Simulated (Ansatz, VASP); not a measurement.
# Two plane-wave programs on TaN

Contents of INCAR:

```
SYSTEM = TaN
PREC = Accurate
ENCUT = 520
EDIFF = 1E-7
ISMEAR = 0
SIGMA = 0.02
LREAL = .FALSE.
LASPH = .TRUE.
NELM = 100
ALGO = Fast
ISIF = 2
LWAVE = .FALSE.
LCHARG = .FALSE.
GGA = PE
LOPTICS = .TRUE.
NBANDS = 40
NEDOS = 1000
CSHIFT = 0.1
```

File KPOINTS:

```
Automatic mesh
0
G
  10 10 5
  0 0 0
```

The input POSCAR:

```
TaN
1.0
    2.9217699809      0.0000000000      0.0000000000
   -1.4608849905      2.5303270275      0.0000000000
    0.0000000000      0.0000000000      5.9165150000
Ta N
2 2
Direct
    0.0000000000      0.0000000000      0.5000000000
    0.0000000000      0.0000000000      0.0000000000
    0.3333333333      0.6666666667      0.2500000000
    0.6666666667      0.3333333333      0.7500000000
```

Contents of input.yaml:

```yaml
crystal:
  lattice:
    - [2.9217699809, 0.0, 0.0]
    - [-1.4608849905, 2.5303270275, 0.0]
    - [0.0, 0.0, 5.916515]
  atoms:
    - { symbol: Ta, position: [0.0, 0.0, 0.5] }
    - { symbol: Ta, position: [0.0, 0.0, 0.0] }
    - { symbol: "N", position: [0.3333333333, 0.6666666667, 0.25] }
    - { symbol: "N", position: [0.6666666667, 0.3333333333, 0.75] }
hamiltonian:
  xc: pbe
  pseudopotentials: { kind: paw }
kpoints:
  mp_grid: { grid: [10, 10, 5] }
scf:
  occupations: { method: gaussian, width: 0.02 }
output:
  forces: true
  stress: true
  eigenvalues: true
  write_density: true
  write_potential: true
  elf: true
  volumetric_format: npy
```

The cell comes from a database or a generator and needn't be the stable form of this composition.

Alike in both runs: functional PBE; k mesh 10 × 10 × 5; occupations gaussian, width 0.02 eV; no spin polarisation.

|  | VASP | Ansatz |
| --- | --- | --- |
| version | VASP 6.6.1 | Ansatz 0.2.0 |
| potentials or method | VASP PAW PBE potentials, release 64 (Ta_pv, N) | Ansatz PAW |
| plane-wave cutoff (eV) | 520 | 420 |
| valence electrons in the cell | 32 | 36 |
| task | optical spectrum | single point |

Ansatz gave:

- gap on the k mesh at the Fermi level (eV): none
- pressure (GPa): -1.1
- largest component of the traceless stress (GPa): 0.10

Problem. Which values does VASP return?

Solution. gap on the k mesh at the Fermi level (eV): none; pressure (GPa): -0.4; largest component of the traceless stress (GPa): 0.16.

A gap of «none» marks a metal or a gap that the smearing closes. The two sets of potentials don't hold the same shells in valence.

Caveats: spectra need much finer meshes, so this one isn't converged (VASP); independent-particle spectra lack excitons (VASP); the intraband (Drude) part of a metal's response may be missing (VASP); the pressure holds a Pulay correction of +0.4 GPa for the finite cutoff (Ansatz). The runs have no spin-orbit coupling, so splittings on Ta are missing.
